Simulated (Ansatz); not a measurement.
Isolated molecules relaxed with PBE0-D4/def2-TZVP in Ansatz; ΔE leaves out vibrations. CCSD(T)/CBS is the MP2 limit (def2-TZVPP, def2-QZVPP) plus CCSD(T) − MP2 in def2-TZVPP, frozen cores. This one scheme is used for every species. Functionals use def2-TZVPP. B3LYP here is the variant with VWN-RPA as its local correlation; programs differ in this. One conformer a species, not always the lowest.

`C=CC(C)CC` + H₂ → ethane + `C=CCC`  (hydrogenolysis of a C–C bond)

| level | ΔE (kcal/mol) |
| --- | --- |
| B3LYP | -18.2 |
| MP2/def2-QZVPP | -10.8 |

What does CCSD(T)/CBS give? (Best estimate.)

Ansatz gave: -12.3 kcal/mol. The listed levels differ from it by -5.9, 1.5 kcal/mol.

Largest T1 diagnostic among the species: 0.010.

The D4 term adds +4.0 kcal/mol with B3LYP and +2.3 kcal/mol with PBE0; it sums over pairs of atoms, weighted by their polarisabilities, and B3LYP, whose exchange is more repulsive, gets the larger term. In def2-TZVPP, CCSD(T) changes the Hartree–Fock value by +7.9 kcal/mol (the triples alone add +1.5 kcal/mol) and MP2 by +9.6 kcal/mol.

CCSD(T)/CBS has its own doubt, a few kJ/mol and more with outer-core shells, so smaller differences from it don't rank the levels.
